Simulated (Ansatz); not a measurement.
Wanted: the native input for an Ansatz 0.2.0 run.

```yaml
Task: single point
Functional: PBE
Potentials_or_basis: Ansatz PAW
Cutoff: "420 eV (not typed: the program's choice for these potentials)"
k_mesh: 12 × 12 × 11
Occupations: gaussian, width 0.013 eV
Spin: no spin polarisation
```

Crystal: Si.

```xyz
1
Lattice="2.6205 0.0000 0.0000 -1.3103 2.2695 0.0000 0.0000 0.0000 2.4664" Properties=species:S:1:pos:R:3 pbc="T T T"
Si    0.0000    0.0000    0.0000
```

This isn't the form of Si at room conditions, which is diamond.

One way to write it, as run:

input.yaml

```yaml
crystal:
  lattice:
    - [2.6205428149, 0.0, 0.0]
    - [-1.3102714075, 2.2694566494, 0.0]
    - [0.0, 0.0, 2.46635439]
  atoms:
    - { symbol: Si, position: [0.0, 0.0, 0.0] }
hamiltonian:
  xc: pbe
  pseudopotentials: { kind: paw }
kpoints:
  mp_grid: { grid: [12, 12, 11] }
scf:
  occupations: { method: gaussian, width: 0.013 }
output:
  forces: true
  stress: true
  eigenvalues: true
```

Potentials or basis: Ansatz PAW.

The run is started by

```console
$ ansatz run input.yaml --threads 2 --pin off --max-ram 5632MiB --backend cpu --events-out ev --progress --plain --runs-dir out
```

It gave:

```
Pressure               : 3.1 GPa
Band gap on the k mesh : none (metal or under the smearing width)
```

Run time: 0.45 s on 2 threads of Arm Neoverse V2, on a shared host, peak memory 0.25 GiB.
